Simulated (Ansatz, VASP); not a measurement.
## Two plane-wave programs on Si

```
Si
1.0
     0.00000    2.66004    2.66004
     2.66004    0.00000    2.66004
     2.66004    2.66004    0.00000
Si
2
Direct
  0.50000 0.50000 0.50000
  0.75000 0.75000 0.75000
```

Change from the starting cell: volume scaled by 0.94, PAW files.

Alike in both runs: task electric field gradients; functional LDA; k mesh 11 × 11 × 11; occupations fermi-dirac, width 0.08 eV; no spin polarisation.

```csv
,VASP,Ansatz
version,VASP 6.6.1,Ansatz 0.2.0
potentials or method,"VASP PAW LDA potentials, release 64 (Si)","PAW with Ansatz's default frozen-core files, scalar-relativistic"
plane-wave cutoff (eV),520,420
valence electrons in the cell,8,8
```

|  | VASP | Ansatz | Ansatz less VASP |
| --- | --- | --- | --- |
| pressure (GPa) | 4.9 | 4.9 | -0.06 |
| Vzz of the field gradient on the site that differs most (V/Å²) | 0.0 | 0.0 | 0.00 |
